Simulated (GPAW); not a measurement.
# Surface energy and work function of K(100) from slabs of 4 to 14 layers (PBE)

How do energy and work function of K(100) films settle with thickness, and what surface energy follows?

**Method.** GPAW 26.7.0, plane waves at 450 eV with PAW setups; symmetric 1×1 slabs cut at the tabulated lattice constant (two decimals; low-temperature values for the alkali metals), atoms at bulk places, 7.5 Å of vacuum on each side, one in-plane mesh for all thicknesses, Fermi-Dirac smearing of 0.1 eV. Energies are extrapolated to zero smearing and count from the program's reference atoms. Functional PBE. The cell's area is 27.353 Å².

The runs, one held back:

| layers | energy (eV) | work function (eV) |
| --- | --- | --- |
| 4 | −4.4224 | 2.28 |
| 5 | −5.6314 | 2.23 |
| 6 | −6.8425 | 2.26 |
| 7 | −8.0406 | 2.25 |
| 8 | −9.2502 | 2.25 |
| 9 | −10.4568 | 2.25 |
| 10 | −11.6597 | 2.25 |
| 11 | −12.8686 | 2.25 |
| 12 | −14.0721 | 2.25 |
| 14 | ? | ? |

Q: What surface energy do these runs give, and what energy and work function should the 14-layer slab have?

**Working.** A slab of n layers has E(n) = nε + 2Aγ once its middle is bulk-like. A line through n = 6 to 12 has the slope ε = −1.2055 eV a layer and the intercept 2Aγ = 0.3938 eV (r.m.s. residual 2.2 meV). So γ = 0.3938 / (2 × 27.353 Å²) = 0.0072 eV/Å² = 0.12 J/m², with a standard error of under 0.01 J/m² from the scatter about the line. For 14 layers: 0.3938 + 14 × (−1.2055) = −16.483 eV; the run gives −16.485 eV, 1.5 meV under the line. The work function has no such law: from 6 to 12 layers it moves between 2.25 and 2.26 eV (mean 2.25), and the 14-layer slab gives 2.25 eV. The thinnest slab, 4 layers, lies +0.03 eV from that mean.

Caveats: The surfaces are unrelaxed, so γ is an upper bound for this functional and lattice constant. The tabulated lattice constant isn't the functional's own, which strains the slab a little.
